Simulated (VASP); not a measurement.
# SrTiO3 (Pm-3m) in VASP: settings compared

Aim: see how the results for SrTiO3 move with the level of theory and the settings. Levels: PBE, r2SCAN+rVV10, PBE+D3(BJ). Tasks: relaxation of cell and atoms.

Program: VASP 6.6.1. These are calculated values, not measurements. Logs are shortened: lines on timing, memory, paths and dates and some standing lists are left out, and cuts for length are marked.

## 1. Starting point

It takes space group Pm-3m (No. 221, cubic). The conventional cell has a = 3.905 Å, b = 3.905 Å, c = 3.905 Å, α = 90.00°, β = 90.00°, γ = 90.00°. Sr (site symmetry m-3m) is surrounded by 12 O at 2.76 Å. Around Ti (site symmetry m-3m) lie 6 O at 1.95 Å. Around O (site symmetry 4/mmm) lie 2 Ti at 1.95 Å.

## 2. Relaxation of cell and atoms, PBE

Contents of INCAR:

```
SYSTEM = SrTiO3
PREC = Accurate
ENCUT = 600
EDIFF = 1E-6
ISMEAR = 0
SIGMA = 0.03
LREAL = .False.
LASPH = .True.
NELM = 80
ALGO = Normal
ISIF = 3
LWAVE = .False.
LCHARG = .False.
GGA = PE
IBRION = 2
NSW = 90
EDIFFG = -0.01
```

Contents of KPOINTS:

```
Automatic mesh
0
Gamma
  8 8 8
  0 0 0
```

Contents of POSCAR:

```
SrTiO3
1.0
    3.9052800000      0.0000000000      0.0000000000
    0.0000000000      3.9052800000      0.0000000000
    0.0000000000      0.0000000000      3.9052800000
Sr Ti O
1 1 3
Direct
    0.5000000000      0.5000000000      0.5000000000
    0.0000000000      0.0000000000      0.0000000000
    0.5000000000      0.0000000000      0.0000000000
    0.0000000000      0.5000000000      0.0000000000
    0.0000000000      0.0000000000      0.5000000000
```

Potentials or basis: VASP PAW PBE potentials, release 64 (Sr_sv, Ti_sv, O).

Started as:

```console
$ cat potpaw_PBE.64/Sr_sv/POTCAR potpaw_PBE.64/Ti_sv/POTCAR potpaw_PBE.64/O/POTCAR > POTCAR
$ mpirun -np 1 vasp_std > vasp.out
```

OUTCAR:

```text
SYSTEM = SrTiO3
   PREC = Accurate
   ENCUT = 600
   EDIFF = 1E-6
   ISMEAR = 0
   LREAL = .False.
   LASPH = .True.
   NELM = 80
   ISIF = 3
   GGA = PE
   IBRION = 2
   NSW = 90
   EDIFFG = -0.01

 ion  position               nearest neighbor table
   1  0.500  0.500  0.500-   3 2.76   4 2.76   5 2.76   3 2.76   4 2.76   3 2.76   5 2.76   3 2.76
                             4 2.76   5 2.76   4 2.76   5 2.76   2 3.38   2 3.38   2 3.38   2 3.38
   2  0.000  0.000  0.000-   3 1.95   4 1.95   5 1.95   5 1.95   4 1.95   3 1.95   1 3.38   1 3.38
                             1 3.38   1 3.38   1 3.38   1 3.38   1 3.38   1 3.38
   3  0.500  0.000  0.000-   2 1.95   2 1.95   1 2.76   1 2.76   1 2.76   1 2.76
   4  0.000  0.500  0.000-   2 1.95   2 1.95   1 2.76   1 2.76   1 2.76   1 2.76
   5  0.000  0.000  0.500-   2 1.95   2 1.95   1 2.76   1 2.76   1 2.76   1 2.76

  LATTYP: Found a simple cubic cell.
 ALAT       =     3.9052800000

  Lattice vectors:

 A1 = (   3.9052800000,   0.0000000000,   0.0000000000)
 A2 = (   0.0000000000,   3.9052800000,   0.0000000000)
 A3 = (   0.0000000000,   0.0000000000,   3.9052800000)

Analysis of symmetry for initial positions (statically):
=====================================================================
 Subroutine PRICEL returns:
 Original cell was already a primitive cell.

 Routine SETGRP: Setting up the symmetry group for a
 simple cubic supercell.

 Subroutine GETGRP returns: Found 48 space group operations
 (whereof 48 operations were pure point group operations)
 out of a pool of 48 trial point group operations.

The static configuration has the point symmetry O_h .

Analysis of symmetry for dynamics (positions and initial velocities):
=====================================================================
 Subroutine PRICEL returns:
 Original cell was already a primitive cell.

 Routine SETGRP: Setting up the symmetry group for a
 simple cubic supercell.

 Subroutine GETGRP returns: Found 48 space group operations
 (whereof 48 operations were pure point group operations)
 out of a pool of 48 trial point group operations.

The dynamic configuration has the point symmetry O_h .

 Subroutine INISYM returns: Found 48 space group operations
 (whereof 48 operations are pure point group operations),
 and found     1 'primitive' translations

----------------------------------------------------------------------------------------

                                     Primitive cell

  volume of cell :      59.5603

  direct lattice vectors                    reciprocal lattice vectors
     3.905280000  0.000000000  0.000000000     0.256063586  0.000000000  0.000000000
     0.000000000  3.905280000  0.000000000     0.000000000  0.256063586  0.000000000
     0.000000000  0.000000000  3.905280000     0.000000000  0.000000000  0.256063586

  length of vectors
     3.905280000  3.905280000  3.905280000     0.256063586  0.256063586  0.256063586

  position of ions in fractional coordinates (direct lattice)
     0.500000000  0.500000000  0.500000000
     0.000000000  0.000000000  0.000000000
     0.500000000  0.000000000  0.000000000
     0.000000000  0.500000000  0.000000000
     0.000000000  0.000000000  0.500000000

  ion indices of the primitive-cell ions
   primitive index   ion index
                 1           1
                 2           2
                 3           3
                 4           4
                 5           5

----------------------------------------------------------------------------------------

 KPOINTS: Automatic mesh

Automatic generation of k-mesh.
 Grid dimensions read from file:
 generate k-points for:    8    8    8

 Generating k-lattice:

  Cartesian coordinates                     Fractional coordinates (reciprocal lattice)
     0.032007948  0.000000000  0.000000000     0.125000000  0.000000000  0.000000000
     0.000000000  0.032007948  0.000000000     0.000000000  0.125000000  0.000000000
     0.000000000  0.000000000  0.032007948     0.000000000  0.000000000  0.125000000

  Length of vectors
     0.032007948  0.032007948  0.032007948

  Shift w.r.t. Gamma in fractional coordinates (k-lattice)
     0.000000000  0.000000000  0.000000000

 Subroutine IBZKPT returns following result:
 ===========================================

 Found     35 irreducible k-points:

 Following reciprocal coordinates:
            Coordinates               Weight
  0.000000  0.000000  0.000000      1.000000
  0.125000  0.000000  0.000000      6.000000
  0.250000  0.000000  0.000000      6.000000
  0.375000  0.000000  0.000000      6.000000
  0.500000  0.000000  0.000000      3.000000
  0.125000  0.125000  0.000000     12.000000
[... 16 lines left out ...]
  0.375000  0.375000  0.125000     24.000000
  0.500000  0.375000  0.125000     24.000000
 [... further k-points ...]
   k-points           NKPTS =     35   k-points in BZ     NKDIM =     35   number of bands    NBANDS=     24
   number of dos      NEDOS =    301   number of ions     NIONS =      5
   total plane-waves  NPLWV =  32768
   dimension x,y,z NGX =    32 NGY =   32 NGZ =   32
   dimension x,y,z NGXF=    64 NGYF=   64 NGZF=   64
   ions per type =               1   1   3
   NGX,Y,Z   is equivalent  to a cutoff of  13.62, 13.62, 13.62 a.u.
   NGXF,Y,Z  is equivalent  to a cutoff of  27.24, 27.24, 27.24 a.u.
 SYSTEM =  SrTiO3
   PREC   = accura    normal or accurate (medium, high low for compatibility)
   ISTART =      0    job   : 0-new  1-cont  2-samecut
   ICHARG =      2    charge: 1-file 2-atom 10-const
   ISPIN  =      1    spin polarized calculation?
   LNONCOLLINEAR =      F non collinear calculations
   LSORBIT =      F    spin-orbit coupling
   LASPH  =      T    aspherical Exc in radial PAW
   ENCUT  =  600.0 eV  44.10 Ry    6.64 a.u.   7.80  7.80  7.80*2*pi/ulx,y,z
   NELM   =     80;   NELMIN=  2; NELMDL= -5     # of ELM steps
   EDIFF  = 0.1E-05   stopping-criterion for ELM
   LREAL  =      F    real-space projection
   EDIFFG = -.1E-01   stopping-criterion for IOM
   NSW    =     90    number of steps for IOM
   IBRION =      2    ionic relax: 0-MD 1-quasi-New 2-CG
   NFREE  =      1    steps in history (QN), initial steepest desc. (CG)
   ISIF   =      3    stress and relaxation
   ISYM   =      2    0-nonsym 1-usesym 2-fastsym
   POTIM  = 0.5000    time-step for ionic-motion
   TEBEG  =    0.0;   TEEND  =   0.0 temperature during run
   PSTRESS=    0.0 pullay stress
   NELECT =      40.0000    total number of electrons
   NUPDOWN=      -1.0000    fix difference up-down
   EMIN   =  10.00;   EMAX   =-10.00  energy-range for DOS
   EFERMI =   0.00;   METHOD = LEGACY
   ISMEAR =     0;   SIGMA  =   0.03  broadening in eV -4-tet -1-fermi 0-gaus
   EFERMI_NEDOS =   21; number of points for ismear=-14 and -15
   IALGO  =     38    algorithm
   IMIX   =      4    mixing-type and parameters
     AMIX     =   0.40;   BMIX     =  1.00
     AMIX_MAG =   1.60;   BMIX_MAG =  1.00
  volume/ion in A,a.u.               =      11.91        80.39
  Fermi-wavevector in a.u.,A,eV,Ry     =   1.433648  2.709203 27.964703  2.055348
  Thomas-Fermi vector in A             =   2.553143
   LORBIT       =      0    0 simple, 1 ext, 2 COOP (PROOUT), +10 PAW based schemes
   GGA     = PE    functional components
   LHFCALC =     F    Hartree Fock is set to
   AEXX    =    0.0000 exact exchange contribution
   IVDW    =     0    specifies the selected vdW correction
   LEPSILON=     F    determine dielectric tensor
   LRPA    =     F    only Hartree local field effects (RPA)
 conjugate gradient relaxation of ions
 non-spin polarized calculation
 Gauss-broadening in eV      SIGMA  =   0.03
  energy-cutoff  :      600.00
  volume of cell :       59.56
 maximum number of plane-waves:      2008
 NGX is ok and might be reduce to    32
   NGX = 15   NGY = 15   NGZ = 15

--------------------------------------- Ionic step        1  -------------------------------------------

 number of electron      39.9999979 magnetization

 Free energy of the ion-electron system (eV)
  ---------------------------------------------------
  ext. energy  EPLUGINS =         0.00000000
  ---------------------------------------------------
  free energy    TOTEN  =       -40.08373149 eV

  energy without entropy =      -40.08373149  energy(sigma->0) =      -40.08373149

------------------------ aborting loop because EDIFF is reached ----------------------------------------

  FORCE on cell =-STRESS in cart. coord.  units (eV):
  Direction    XX          YY          ZZ          XY          YZ          ZX
  --------------------------------------------------------------------------------------
  -------------------------------------------------------------------------------------
  Total        1.7434942      1.7434942      1.7434942     -0.0000000      0.0000000     -0.0000000
  in kB       46.9001847     46.9001847     46.9001847     -0.0000000      0.0000000     -0.0000000
  external PRESSURE =      46.9001847 kB  Pullay stress =       0.0000000 kB
[... 63 lines left out ...]
  energy  without entropy=      -40.0894660664  energy(sigma->0) =      -40.08946607

--------------------------------------- Ionic step        3  -------------------------------------------

 number of electron      39.9999974 magnetization

 Free energy of the ion-electron system (eV)
  ---------------------------------------------------
  ext. energy  EPLUGINS =         0.00000000
  ---------------------------------------------------
  free energy    TOTEN  =       -40.10690156 eV

  energy without entropy =      -40.10690156  energy(sigma->0) =      -40.10690156

 E-fermi :   4.1502     XC(G=0): -11.1291

 val. band max:        3.9456697391   @ k =   0.5000   0.5000   0.5000
 cond. band min:       5.7522738988   @ k =   0.0000   0.0000   0.0000
 fundamental gap:      1.8066041597
 Fermi energy:         4.1502352498

 k-point     1 :       0.0000    0.0000    0.0000
  band No.  band energies     occupation
      1     -52.6285      2.00000
      2     -28.9272      2.00000
      3     -28.8580      2.00000
      4     -28.8580      2.00000
      5     -28.8580      2.00000
      6     -13.3848      2.00000
[... 637 lines left out ...]
     23       7.9468      0.00000
     24       9.4598      0.00000

 [... further k-points ...]

------------------------ aborting loop because EDIFF is reached ----------------------------------------

  FORCE on cell =-STRESS in cart. coord.  units (eV):
  Direction    XX          YY          ZZ          XY          YZ          ZX
  --------------------------------------------------------------------------------------
  -------------------------------------------------------------------------------------
  Total       -0.0063925     -0.0063925     -0.0063925      0.0000000      0.0000000     -0.0000000
  in kB       -0.1674264     -0.1674264     -0.1674264      0.0000000      0.0000000     -0.0000000
  external PRESSURE =      -0.1674264 kB  Pullay stress =       0.0000000 kB
[... 20 lines left out ...]
  FREE ENERGIE OF THE ION-ELECTRON SYSTEM (eV)
  ---------------------------------------------------
  free  energy   TOTEN  =       -40.1069015645 eV

  energy  without entropy=      -40.1069015645  energy(sigma->0) =      -40.10690156

 reached required accuracy - stopping structural energy minimisation
```

Run time: 56 s. Hardware: 1 thread of Intel Xeon 6975P-C (Granite Rapids), shared host; peak memory 0.23 GiB.

Results:

| Property | Result |
| --- | --- |
| Free energy | -40.1069 eV |
| Relaxed volume | 12.23 Å³/atom |
| Relaxed cell | a = 3.940 Å, b = 3.940 Å, c = 3.940 Å, α = 90.00°, β = 90.00°, γ = 90.00° |
| Space group after relaxing (to 0.05 Å) | Pm-3m (No. 221) |
| Energy gained by relaxing | 4.6 meV/atom |
| Ionic steps | 3 |
| Pressure after relaxing | 0.0 GPa |
| Band gap on the k mesh | 1.81 eV, indirect (least direct gap 2.18 eV) |

Step by step:
| step | energy change (eV) | largest force (eV/Å) | pressure (GPa) | volume (Å³) |
| --- | --- | --- | --- | --- |
| 1 | 0.0000 | 0.0000 | 4.69 | 59.56 |
| 2 | -0.0057 | 0.0000 | -3.75 | 62.62 |
| 3 | -0.0232 | 0.0000 | -0.02 | 61.17 |

Final structure:
```
Sr Ti O
1.0
     3.94020    0.00000    0.00000
     0.00000    3.94020    0.00000
     0.00000    0.00000    3.94020
Sr Ti O
1 1 3
Direct
  0.50000 0.50000 0.50000
  0.00000 0.00000 0.00000
  0.50000 0.00000 0.00000
  0.00000 0.50000 0.00000
  0.00000 0.00000 0.50000
```

Levels at points of the mesh, in eV from the valence-band top:
| k point | band 18 | band 19 | band 20 | band 21 | band 22 | band 23 |
| --- | --- | --- | --- | --- | --- | --- |
| (0.00, 0.00, 0.00) | -0.37 | -0.37 | -0.37 | 1.81 | 1.81 | 1.81 |
| (0.50, 0.00, 0.00) | -1.90 | -0.73 | -0.73 | 1.96 | 3.64 | 3.64 |
| (0.50, 0.50, 0.00) | -1.54 | -1.54 | -0.09 | 3.65 | 3.65 | 4.09 |
| (0.50, 0.50, 0.50) | 0.00 | 0.00 | 0.00 | 4.29 | 4.29 | 4.29 |

## 3. Relaxation of cell and atoms, PBE

This run uses another cell than the first one, of 12.23 Å³/atom, 1.027 times its volume.

INCAR: that of step 2 with these lines changed.

```diff
@@ -3,3 +3,3 @@
 ENCUT = 600
-EDIFF = 1E-6
+EDIFF = 1E-7
 ISMEAR = 0
@@ -16,2 +16,2 @@
 NSW = 90
-EDIFFG = -0.01
+EDIFFG = -0.005
```

KPOINTS is that of step 2.

Contents of POSCAR:

```
SrTiO3                                  
1.0
    3.9402048293     -0.0000000000     -0.0000000000
   -0.0000000000      3.9402048293     -0.0000000000
    0.0000000000      0.0000000000      3.9402048293
  Sr              Ti              O             
     1     1     3
Direct
     0.5000000000000000    0.5000000000000000    0.5000000000000000
     0.0000000000000000    0.0000000000000000    0.0000000000000000
     0.5000000000000000    0.0000000000000000    0.0000000000000000
     0.0000000000000000    0.5000000000000000    0.0000000000000000
     0.0000000000000000    0.0000000000000000    0.5000000000000000
```

Potentials or basis: VASP PAW PBE potentials, release 64 (Sr_sv, Ti_sv, O).

Started as:

```console
$ cat potpaw_PBE.64/Sr_sv/POTCAR potpaw_PBE.64/Ti_sv/POTCAR potpaw_PBE.64/O/POTCAR > POTCAR
$ mpirun -np 1 vasp_std > vasp.out
```

Run time: 26 s. Hardware: 1 thread of Intel Xeon 6975P-C (Granite Rapids), shared host; peak memory 0.22 GiB.

It converged, with:

* Free energy: -40.1103 eV
* Pressure after relaxing: -0.1 GPa
* Band gap on the k mesh: 1.81 eV, indirect (least direct gap 2.18 eV)

Final structure:
```
CELL_PARAMETERS angstrom
3.94020 0.00000 0.00000
0.00000 3.94020 0.00000
0.00000 0.00000 3.94020
ATOMIC_POSITIONS crystal
Sr 0.50000 0.50000 0.50000
Ti 0.00000 0.00000 0.00000
O 0.50000 0.00000 0.00000
O 0.00000 0.50000 0.00000
O 0.00000 0.00000 0.50000
```

Levels at points of the mesh, in eV from the valence-band top:
```tsv
k point	band 16	band 17	band 18	band 19	band 20	band 21	band 22	band 23	band 24
(0.00, 0.00, 0.00)	-1.13	-1.13	-0.37	-0.37	-0.37	1.81	1.81	1.81	4.12
(0.50, 0.00, 0.00)	-2.29	-2.29	-1.90	-0.73	-0.73	1.96	3.64	3.64	4.13
(0.50, 0.50, 0.00)	-2.76	-1.74	-1.54	-1.54	-0.09	3.65	3.65	4.09	5.05
(0.50, 0.50, 0.50)	-3.66	-3.66	0.00	0.00	0.00	4.29	4.29	4.29	6.84
```

Caveat: the relaxation stopped at its first step, so nothing moved.

## 4. Relaxation of cell and atoms, r2SCAN+rVV10

Contents of INCAR:

```
SYSTEM = SrTiO3
ALGO = Normal
BPARAM = 11.95
CPARAM = 0.0093
EDIFF = 1E-6
EDIFFG = -0.01
ENCUT = 600
IBRION = 2
ISIF = 3
ISMEAR = 0
IVDW_NL = 2
LASPH = .True.
LCHARG = .False.
LMIXTAU = .True.
LREAL = .False.
LUSE_VDW = .True.
LWAVE = .False.
METAGGA = R2SCAN
NELM = 80
NSW = 90
PREC = Accurate
SIGMA = 0.03
```

Contents of KPOINTS:

```
k-points
0
Gamma
  8 8 8
  0 0 0
```

Contents of POSCAR:

```
SrTiO3
1.0
    3.9052800000      0.0000000000      0.0000000000
    0.0000000000      3.9052800000      0.0000000000
    0.0000000000      0.0000000000      3.9052800000
Sr Ti O
1 1 3
Direct
    0.5000000000      0.5000000000      0.5000000000
    0.0000000000      0.0000000000      0.0000000000
    0.5000000000      0.0000000000      0.0000000000
    0.0000000000      0.5000000000      0.0000000000
    0.0000000000      0.0000000000      0.5000000000
```

Started as:

```console
$ cat potpaw_PBE.64/Sr_sv/POTCAR potpaw_PBE.64/Ti_sv/POTCAR potpaw_PBE.64/O/POTCAR > POTCAR
$ mpirun -np 1 vasp_std > vasp.out
```

Wall time 5.6 min (1 thread of Intel Xeon Platinum 8488C (Sapphire Rapids), shared host); peak memory 0.36 GiB.

Results (log left out):

```yaml
Free_energy: -62.3817 eV
Relaxed_volume: 11.89 Å³/atom
Relaxed_cell: a = 3.903 Å, b = 3.903 Å, c = 3.903 Å, α = 90.00°, β = 90.00°, γ = 90.00°
Space_group_after_relaxing_to_0.05_Å: Pm-3m (No. 221)
Energy_gained_by_relaxing: 0.0 meV/atom
Ionic_steps: 3
Pressure_after_relaxing: 0.0 GPa
Band_gap_on_the_k_mesh: 2.27 eV, indirect (least direct gap 2.66 eV)
```

The path:
```
step  energy change (eV)  largest force (eV/Å)  pressure (GPa)  volume (Å³)
   1              0.0000                0.0000           -0.34        59.56
   2              0.0000                0.0000            0.35        59.35
   3             -0.0001                0.0000            0.02        59.45
```

Final structure:
```
Sr Ti O
1.0
     3.90287    0.00000    0.00000
     0.00000    3.90287    0.00000
     0.00000    0.00000    3.90287
Sr Ti O
1 1 3
Direct
  0.50000 0.50000 0.50000
  0.00000 0.00000 0.00000
  0.50000 0.00000 0.00000
  0.00000 0.50000 0.00000
  0.00000 0.00000 0.50000
```

Levels at points of the mesh, in eV from the valence-band top:
```csv
k point,band 17,band 18,band 19,band 20,band 21,band 22,band 23,band 24
"(0.00, 0.00, 0.00)",-1.22,-0.38,-0.38,-0.38,2.27,2.27,2.27,4.62
"(0.50, 0.00, 0.00)",-2.38,-2.02,-0.77,-0.77,2.44,4.19,4.19,4.64
"(0.50, 0.50, 0.00)",-1.80,-1.62,-1.62,-0.09,4.20,4.20,4.68,5.67
"(0.50, 0.50, 0.50)",-3.81,0.00,0.00,0.00,4.90,4.90,4.90,7.62
```

Caveat: the PAW data sets were made with another functional, which shifts forces and pressure a little. A k mesh can miss the band edges.

(Continued in part 2 of 2.)
